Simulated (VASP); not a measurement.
# MgO in VASP: how settings move the PBE single point

The PBE single point of wurtzite MgO, under -1.0 % strain along z alone is repeated with altered inputs. Which of them can be trusted? This is a trial cell built on a prototype, not taken from a measured structure, and it needn't be the compound's ground state.

The runs shown are made with VASP 6.6.1. PAW datasets, plane waves. The cell comes from a prototype generator: it can be a known phase or a hypothetical one. Spin polarisation is off (in the reference).

## (1) The cell

The cell comes from an earlier relaxation with r2SCAN in another program, then strained, with the atoms relaxed again. Some of the altered inputs switch spin polarisation on.

It is hexagonal, P6_3mc (No. 186); a = 3.288 Å, c = 4.984 Å in the conventional setting, 11.67 Å³ an atom. Around Mg lie 4 O at 1.97–1.98 Å; around O lie 4 Mg at 1.97–1.98 Å.

Coordinates:

```cif
data_structure
_symmetry_space_group_name_H-M 'P 1'
_symmetry_Int_Tables_number 1
_cell_length_a 3.2882
_cell_length_b 3.2882
_cell_length_c 4.9840
_cell_angle_alpha 90.000
_cell_angle_beta 90.000
_cell_angle_gamma 120.000
_cell_volume 46.67
loop_
_atom_site_label
_atom_site_type_symbol
_atom_site_fract_x
_atom_site_fract_y
_atom_site_fract_z
_atom_site_occupancy
Mg1 Mg 0.33333 0.66667 0.98858 1
Mg2 Mg 0.66667 0.33333 0.48858 1
O1 O 0.33333 0.66667 0.38642 1
O2 O 0.66667 0.33333 0.88642 1
```

## (2) Baseline

INCAR

```
ENCUT = 520.000000
SIGMA = 0.020000
EDIFF = 1.00e-07
GGA = PE
PREC = Accurate
IBRION = -1
ISIF = 2
ISMEAR = -1
NBANDS = 16
NELM = 120
NSW = 0
LASPH = .TRUE.
LCHARG = .FALSE.
LWAVE = .FALSE.
LREAL = .FALSE.
```

KPOINTS

```
KPOINTS created by Atomic Simulation Environment
0
Gamma
12 12 6
0 0 0
```

POSCAR

```
Mg O
 1.0000000000000000
     3.2882172281021651   -0.0000000000288675    0.0000000000000000
    -1.6441086140260825    2.8476796527125590    0.0000000000000000
     0.0000000000000000    0.0000000000000000    4.9840226120000004
 Mg  O
   2   2
Cartesian
  0.0000000000166671  1.8984531017987498 -0.0568992741510676
  1.6441086140594163  0.9492265508849412  2.4351120318489330
  0.0000000000166671  1.8984531017987498  1.9259077536510683
  1.6441086140594163  0.9492265508849412  4.4179190596510685
```

A file KPOINTS_OPT adds named points for the levels; it doesn't enter the self-consistent loop.

Potentials: the recommended PBE PAW datasets, 16 valence electrons.

Command:

```console
$ mpirun -np 1 vasp_std
```

## (3) Try 1

INCAR, as its differences from that of step 2:

```diff
@@ -15 +15,5 @@
 LREAL = .FALSE.
+ISPIN = 2
+MAGMOM = 3 -3 -3 3
+IMIX = 1
+AMIX = 0.2
```

KPOINTS is that of step 2.

POSCAR is that of step 2.

## (4) Try 2

INCAR, as its differences from that of step 2:

```diff
@@ -9,3 +9,2 @@
 NBANDS = 16
-NELM = 120
 NSW = 0
@@ -15 +14,3 @@
 LREAL = .FALSE.
+NELECT = 15.5
+NELM = 92
```

KPOINTS is that of step 2.

POSCAR is that of step 2.

## (5) Try 3

INCAR, as its differences from that of step 2:

```diff
@@ -15 +15,2 @@
 LREAL = .FALSE.
+NELECT = 16.1
```

KPOINTS

```
KPOINTS created by Atomic Simulation Environment
0
Gamma
18 18 9
0 0 0
```

POSCAR is that of step 2.

## (6) Try 4

INCAR, as its differences from that of step 2:

```diff
@@ -9,3 +9,2 @@
 NBANDS = 16
-NELM = 120
 NSW = 0
@@ -15 +14,3 @@
 LREAL = .FALSE.
+NELM = 93
+ICHARG = 11
```

KPOINTS is that of step 2.

POSCAR is that of step 2.

Before running it: what results should come out? Wanted: for each run, changed; ending; energy change; pressure; electronic steps; usable.

As calculated:

| run | changed | ending | energy change (meV/atom) | pressure (GPa) | gap on the mesh (eV; negative: overlap) | electronic steps | time | usable |
| --- | --- | --- | --- | --- | --- | --- | --- | --- |
| ref. | – | converged | 0 | 4.7 | 3.56 | 13 | 25 s | yes |
| 1 | ISPIN = 2, MAGMOM = 3 -3 -3 3, IMIX = 1, AMIX = 0.2 | converged | 0.0 | 4.7 | – | 46 | 3 min | yes |
| 2 | NELECT = 15.5, NELM = 92 | converged | – | -4.4 | – | 14 | 47 s | no |
| 3 | NELECT = 16.1, mesh 18×18×9 | converged | – | 8.5 | – | 13 | 77 s | no |
| 4 | ICHARG = 11 | refused | – | – | – | – | 1.2 s | no |

**Reading.** Of 4 altered inputs, 1 gave no result, 2 ended normally on a faulty or unsound input, 1 gave usable results.
